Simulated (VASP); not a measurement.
# Be (Fm-3m) in VASP: single point with PBE

Aim: the single point of Be with PBE.

Everything below comes from runs of VASP 6.6.1. Logs are shortened: lines on timing, memory, paths and dates and some standing lists are left out, and cuts for length are marked.

## (1) The crystal as given

It takes space group Fm-3m (No. 225, cubic). Conventional cell: a = 3.221 Å, b = 3.221 Å, c = 3.221 Å, α = 90.00°, β = 90.00°, γ = 90.00°. Around Be (site symmetry m-3m) lie 12 Be at 2.28 Å.

The cell was built by a generator and needn't be a form met in nature.

## (2) Single point, PBE

Contents of INCAR:

```
  PREC = Accurate
  ENCUT = 520
  EDIFF = 1E-7
  ISMEAR = -1
  SIGMA = 0.1
  LREAL = F
  LASPH = T
  NELM = 100
  ALGO = Normal
  ISIF = 2
  LWAVE = F
  LCHARG = F
  GGA = PE
  NBANDS = 7
```

Contents of KPOINTS:

```
regular mesh
0
Gamma
  18 18 18
```

Contents of POSCAR:

```
Be
1.0
    0.0000000000      1.6105420000      1.6105420000
    1.6105420000      0.0000000000      1.6105420000
    1.6105420000      1.6105420000      0.0000000000
Be
1
Direct
    0.0000000000      0.0000000000      0.0000000000
```

Potentials or basis: VASP PAW PBE potentials, release 64 (Be).

Launch:

```bash
$ cat potpaw_PBE.64/Be/POTCAR > POTCAR
$ mpirun -np 1 vasp_std > vasp.out
```

OUTCAR:

```text
PREC = Accurate
   ENCUT = 520
   EDIFF = 1E-7
   ISMEAR = -1
   LREAL = F
   LASPH = T
   NELM = 100
   ISIF = 2
   GGA = PE

 ion  position               nearest neighbor table
   1  0.000  0.000  0.000-

  LATTYP: Found a face centered cubic cell.
 ALAT       =     3.2210840000

  Lattice vectors:

 A1 = (   0.0000000000,   1.6105420000,   1.6105420000)
 A2 = (   1.6105420000,   0.0000000000,   1.6105420000)
 A3 = (   1.6105420000,   1.6105420000,   0.0000000000)

Analysis of symmetry for initial positions (statically):
=====================================================================
 Subroutine PRICEL returns:
 Original cell was already a primitive cell.

 Routine SETGRP: Setting up the symmetry group for a
 face centered cubic supercell.

 Subroutine GETGRP returns: Found 48 space group operations
 (whereof 48 operations were pure point group operations)
 out of a pool of 48 trial point group operations.

The static configuration has the point symmetry O_h .

Analysis of symmetry for dynamics (positions and initial velocities):
=====================================================================
 Subroutine PRICEL returns:
 Original cell was already a primitive cell.

 Routine SETGRP: Setting up the symmetry group for a
 face centered cubic supercell.

 Subroutine GETGRP returns: Found 48 space group operations
 (whereof 48 operations were pure point group operations)
 out of a pool of 48 trial point group operations.

The dynamic configuration has the point symmetry O_h .

 Subroutine INISYM returns: Found 48 space group operations
 (whereof 48 operations are pure point group operations),
 and found     1 'primitive' translations

----------------------------------------------------------------------------------------

                                     Primitive cell

  volume of cell :       8.3550

  direct lattice vectors                    reciprocal lattice vectors
     0.000000000  1.610542000  1.610542000    -0.310454493  0.310454493  0.310454493
     1.610542000  0.000000000  1.610542000     0.310454493 -0.310454493  0.310454493
     1.610542000  1.610542000  0.000000000     0.310454493  0.310454493 -0.310454493

  length of vectors
     2.277650339  2.277650339  2.277650339     0.537722955  0.537722955  0.537722955

  position of ions in fractional coordinates (direct lattice)
     0.000000000  0.000000000  0.000000000

  ion indices of the primitive-cell ions
   primitive index   ion index
                 1           1

----------------------------------------------------------------------------------------

 KPOINTS: regular mesh

Automatic generation of k-mesh.
 Grid dimensions read from file:
 generate k-points for:   18   18   18

 Generating k-lattice:

  Cartesian coordinates                     Fractional coordinates (reciprocal lattice)
    -0.017247472  0.017247472  0.017247472     0.055555556  0.000000000  0.000000000
     0.017247472 -0.017247472  0.017247472     0.000000000  0.055555556  0.000000000
     0.017247472  0.017247472 -0.017247472     0.000000000  0.000000000  0.055555556

  Length of vectors
     0.029873498  0.029873498  0.029873498

  Shift w.r.t. Gamma in fractional coordinates (k-lattice)
     0.000000000  0.000000000  0.000000000

 Subroutine IBZKPT returns following result:
 ===========================================

 Found    195 irreducible k-points:

 Following reciprocal coordinates:
            Coordinates               Weight
  0.000000  0.000000  0.000000      1.000000
  0.055556  0.000000  0.000000      8.000000
  0.111111  0.000000  0.000000      8.000000
  0.166667  0.000000  0.000000      8.000000
  0.222222  0.000000  0.000000      8.000000
  0.277778  0.000000  0.000000      8.000000
[... 16 lines left out ...]
 -0.277778  0.055556  0.000000     24.000000
 -0.222222  0.055556  0.000000     24.000000
 [... further k-points ...]
   k-points           NKPTS =    195   k-points in BZ     NKDIM =    195   number of bands    NBANDS=      7
   number of dos      NEDOS =    301   number of ions     NIONS =      1
   total plane-waves  NPLWV =   5832
   dimension x,y,z NGX =    18 NGY =   18 NGZ =   18
   dimension x,y,z NGXF=    36 NGYF=   36 NGZF=   36
   ions per type =               1
   NGX,Y,Z   is equivalent  to a cutoff of  13.14, 13.14, 13.14 a.u.
   NGXF,Y,Z  is equivalent  to a cutoff of  26.28, 26.28, 26.28 a.u.
 SYSTEM =  unknown system
   PREC   = accura    normal or accurate (medium, high low for compatibility)
   ISTART =      0    job   : 0-new  1-cont  2-samecut
   ICHARG =      2    charge: 1-file 2-atom 10-const
   ISPIN  =      1    spin polarized calculation?
   LNONCOLLINEAR =      F non collinear calculations
   LSORBIT =      F    spin-orbit coupling
   LASPH  =      T    aspherical Exc in radial PAW
   ENCUT  =  520.0 eV  38.22 Ry    6.18 a.u.   4.23  4.23  4.23*2*pi/ulx,y,z
   NELM   =    100;   NELMIN=  2; NELMDL= -5     # of ELM steps
   EDIFF  = 0.1E-06   stopping-criterion for ELM
   LREAL  =      F    real-space projection
   EDIFFG = 0.1E-05   stopping-criterion for IOM
   NSW    =      0    number of steps for IOM
   IBRION =     -1    ionic relax: 0-MD 1-quasi-New 2-CG
   NFREE  =      0    steps in history (QN), initial steepest desc. (CG)
   ISIF   =      2    stress and relaxation
   ISYM   =      2    0-nonsym 1-usesym 2-fastsym
   POTIM  = 0.5000    time-step for ionic-motion
   TEBEG  =    0.0;   TEEND  =   0.0 temperature during run
   PSTRESS=    0.0 pullay stress
   NELECT =       2.0000    total number of electrons
   NUPDOWN=      -1.0000    fix difference up-down
   EMIN   =  10.00;   EMAX   =-10.00  energy-range for DOS
   EFERMI =   0.00;   METHOD = LEGACY
   ISMEAR =    -1;   SIGMA  =   0.10  broadening in eV -4-tet -1-fermi 0-gaus
   EFERMI_NEDOS =   21; number of points for ismear=-14 and -15
   IALGO  =     38    algorithm
   IMIX   =      4    mixing-type and parameters
     AMIX     =   0.40;   BMIX     =  1.00
     AMIX_MAG =   1.60;   BMIX_MAG =  1.00
  volume/ion in A,a.u.               =       8.35        56.38
  Fermi-wavevector in a.u.,A,eV,Ry     =   1.016489  1.920886 14.058224  1.033250
  Thomas-Fermi vector in A             =   2.149836
   LORBIT       =      0    0 simple, 1 ext, 2 COOP (PROOUT), +10 PAW based schemes
   GGA     = PE    functional components
   LHFCALC =     F    Hartree Fock is set to
   AEXX    =    0.0000 exact exchange contribution
   IVDW    =     0    specifies the selected vdW correction
   LEPSILON=     F    determine dielectric tensor
   LRPA    =     F    only Hartree local field effects (RPA)
 non-spin polarized calculation
  energy-cutoff  :      520.00
  volume of cell :        8.35
 maximum number of plane-waves:       238
 NGX is ok and might be reduce to    18
   NGX =  9   NGY =  9   NGZ =  9

 number of electron       2.0000000 magnetization

 Free energy of the ion-electron system (eV)
  ---------------------------------------------------
  ext. energy  EPLUGINS =         0.00000000
  ---------------------------------------------------
  free energy    TOTEN  =        -3.67868220 eV

  energy without entropy =       -3.67449129  energy(sigma->0) =       -3.67658675

 E-fermi :   6.9893     XC(G=0): -10.4302

 val. band max:        6.9074370079   @ k =   0.5000   0.0000   0.0000
 cond. band min:       7.0133838909   @ k =  -0.4444   0.1111   0.0556
 fundamental gap:      0.1059468831
 Fermi energy:         6.9892979013

 k-point     1 :       0.0000    0.0000    0.0000
  band No.  band energies     occupation
      1      -4.4713      2.00000
      2      25.5904      0.00000
      3      25.5904      0.00000
      4      25.5904      0.00000
      5      35.1079      0.00000
      6      35.1079      0.00000
      7      35.1079      0.00000

 k-point     2 :       0.0556    0.0000    0.0000
  band No.  band energies     occupation
      1      -4.3712      2.00000
      2      24.8175      0.00000
      3      25.4263      0.00000
      4      25.4263      0.00000
      5      33.9912      0.00000
      6      35.4271      0.00000
      7      35.4271      0.00000

 k-point     3 :       0.1111    0.0000    0.0000
  band No.  band energies     occupation
      1      -4.0708      2.00000
      2      22.7673      0.00000
      3      25.0096      0.00000
      4      25.0096      0.00000
      5      33.3340      0.00000
      6      36.2089      0.00000
      7      36.2089      0.00000

 k-point     4 :       0.1667    0.0000    0.0000
  band No.  band energies     occupation
      1      -3.5706      2.00000
      2      20.0749      0.00000
      3      24.4865      0.00000
      4      24.4865      0.00000
      5      33.4797      0.00000
      6      36.8102      0.00000
      7      36.8102      0.00000

 k-point     5 :       0.2222    0.0000    0.0000
  band No.  band energies     occupation
      1      -2.8724      2.00000
      2      17.2229      0.00000
      3      23.9737      0.00000
      4      23.9737      0.00000
      5      34.0733      0.00000
      6      36.3194      0.00000
      7      36.3194      0.00000
[... 161 lines left out ...]
 k-point    22 :      -0.3333    0.0556    0.0000
  band No.  band energies     occupation
      1      -0.4331      2.00000
      2      11.0923      0.00000
      3      21.9785      0.00000
      4      23.5661      0.00000
      5      32.2364      0.00000
      6      33.4349      0.00000
      7      36.8791      0.00000

 k-point    23 :      -0.2778    0.0556    0.0000
  band No.  band energies     occupation
      1      -1.5525      2.00000
      2      13.5958      0.00000
      3      22.1310      0.00000
      4      24.0840      0.00000
      5      33.2559      0.00000
      6      34.2915      0.00000
      7      35.9578      0.00000

 k-point    24 :      -0.2222    0.0556    0.0000
  band No.  band energies     occupation
      1      -2.5058      2.00000
      2      16.3127      0.00000
      3      22.4515      0.00000
      4      24.6183      0.00000
      5      33.8027      0.00000
      6      35.3954      0.00000
      7      35.7053      0.00000

 [... further k-points ...]

------------------------ aborting loop because EDIFF is reached ----------------------------------------

  FORCE on cell =-STRESS in cart. coord.  units (eV):
  Direction    XX          YY          ZZ          XY          YZ          ZX
  --------------------------------------------------------------------------------------
  -------------------------------------------------------------------------------------
  Total       -0.3182365     -0.3182365     -0.3182365      0.0000000      0.0000000      0.0000000
  in kB      -61.0259256    -61.0259256    -61.0259256      0.0000000      0.0000000      0.0000000
  external PRESSURE =     -61.0259256 kB  Pullay stress =       0.0000000 kB

 VOLUME and BASIS-vectors are now :
 -----------------------------------------------------------------------------
  energy-cutoff  :      520.00
  volume of cell :        8.35
      direct lattice vectors                 reciprocal lattice vectors
     0.000000000  1.610542000  1.610542000    -0.310454493  0.310454493  0.310454493
     1.610542000  0.000000000  1.610542000     0.310454493 -0.310454493  0.310454493
     1.610542000  1.610542000  0.000000000     0.310454493  0.310454493 -0.310454493

 POSITION                                       TOTAL-FORCE (eV/Angst)
 -----------------------------------------------------------------------------------
      0.00000      0.00000      0.00000         0.000000      0.000000      0.000000
 -----------------------------------------------------------------------------------
    total drift:                                0.000000      0.000000      0.000000

  FREE ENERGIE OF THE ION-ELECTRON SYSTEM (eV)
  ---------------------------------------------------
  free  energy   TOTEN  =        -3.6786821990 eV

  energy  without entropy=       -3.6744912911  energy(sigma->0) =       -3.67658675
```

Wall time 4.8 s (1 thread of Intel Xeon 6975P-C (Granite Rapids), shared host); peak memory 0.11 GiB.

What came out:

```
Free energy            : -3.6787 eV
Pressure               : -6.1 GPa
Band gap on the k mesh : none (metal or under the smearing width)
```

Levels at points of the mesh, in eV from the Fermi level:
```
           k point  band 1  band 2  band 3  band 4  band 5  band 6
(0.00, 0.00, 0.00)  -11.46   18.60   18.60   18.60   28.12   28.12
(0.50, 0.00, 0.00)   -4.98   -0.08   15.81   15.81   25.39   25.39
(0.50, 0.50, 0.00)   -2.47    3.68    9.19    9.19   14.74   21.60
```
